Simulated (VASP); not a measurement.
Sn: relaxation of cell and atoms with PBEsol

The system is Sn.

```
Sn
1.0
     0.00000    3.23334    3.23334
     3.23334    0.00000    3.23334
     3.23334    3.23334    0.00000
Sn
2
Direct
  0.00000 0.00000 0.00000
  0.25000 0.25000 0.25000
```

This isn't the form of Sn at room conditions, which is tetragonal (white tin).

```json
{
  "Program": "VASP 6.6.1",
  "Task": "relaxation of cell and atoms",
  "Functional": "PBEsol",
  "Potentials or basis": "VASP PAW PBE potentials, release 64 (Sn_d)",
  "Cutoff": "520 eV",
  "k mesh": "8 × 8 × 8",
  "Occupations": "gaussian, width 0.02 eV",
  "Spin": "no spin polarisation",
  "Further INCAR settings": "ALGO = Fast; EDIFF = 1e-07; IBRION = 2; EDIFFG = -0.002; NSW = 80; ISIF = 3"
}
```

```yaml
Relaxed_volume: 34.89 Å³/atom
Relaxed_cell: a = 4.621 Å, b = 4.621 Å, c = 4.621 Å, α = 60.00°, β = 60.00°, γ = 60.00°
Space_group_after_relaxing_to_0.05_Å: Fd-3m (No. 227)
Energy_gained_by_relaxing: 4.7 meV/atom
Ionic_steps: 3
Pressure_after_relaxing: 0.0 GPa
Band_gap_on_the_k_mesh: none (metal or under the smearing width)
```

Step by step:
```
step  energy change (eV)  largest force (eV/Å)  pressure (GPa)  volume (Å³)
   1              0.0000                0.0000            1.45        67.61
   2             -0.0081                0.0000           -0.46        70.63
   3             -0.0095                0.0000            0.00        69.78
```

Final structure:
```xyz
2
Lattice="0.0000 3.2677 3.2677 3.2677 0.0000 3.2677 3.2677 3.2677 0.0000" Properties=species:S:1:pos:R:3 pbc="T T T"
Sn    0.0000    0.0000    0.0000
Sn    1.6338    1.6338    1.6338
```

Levels at points of the mesh, in eV from the Fermi level:
```
           k point  band 12  band 13  band 14  band 15  band 16  band 17
(0.00, 0.00, 0.00)    -0.74     0.19     0.19     0.19     2.25     2.25
(0.50, 0.00, 0.00)    -6.14    -0.98    -0.98     0.00     3.31     3.31
(0.50, 0.50, 0.00)    -7.36    -2.30    -2.30     0.88     0.88     7.68
```

It took 23 s on 4 MPI ranks on Intel(R) Xeon(R) 6975P-C (Granite Rapids), on a shared host, peak memory 0.22 GiB a rank.

Caveat: the PAW data sets were made with another functional, which shifts forces and pressure a little. Zero-point motion and thermal expansion aren't in these numbers.
